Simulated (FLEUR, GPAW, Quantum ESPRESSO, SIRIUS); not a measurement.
**Ta: programs and potentials compared**

```
CELL_PARAMETERS angstrom
-1.65128 1.65128 1.65128
1.65128 -1.65128 1.65128
1.65128 1.65128 -1.65128
ATOMIC_POSITIONS crystal
Ta 0.00000 0.00000 0.00000
```

Alike in all runs: task equation of state; functional LDA; k mesh 11 × 11 × 11; occupations fermi-dirac, width 0.05 eV; no spin polarisation; no spin-orbit coupling. LDA stands for any of its common fits.

```csv
program and potentials,plane-wave cutoff (eV),notes,equilibrium volume (Å³/atom),bulk modulus (GPa)
"Quantum ESPRESSO, GBRV 1.5 LDA",612,-,17.21,229.7
"FLEUR, all-electron, FLAPW",-,-,17.19,228.5
"Quantum ESPRESSO, PseudoDojo 0.4.1 SR LDA standard",789,-,17.09,228.5
"GPAW, PAW data sets generated for this functional",600,-,?,?
"SIRIUS, all-electron FP-LAPW, apw+lo standard",-,-,17.19,226.3
```

Estimate from the other rows what the run with GPAW, PAW data sets generated for this functional gave.

Equilibrium volume 17.20 Å³/atom; bulk modulus 227.6 GPa. The other rows, which needn't bracket it: equilibrium volume 17.09 to 17.21; bulk modulus 226.3 to 229.7.
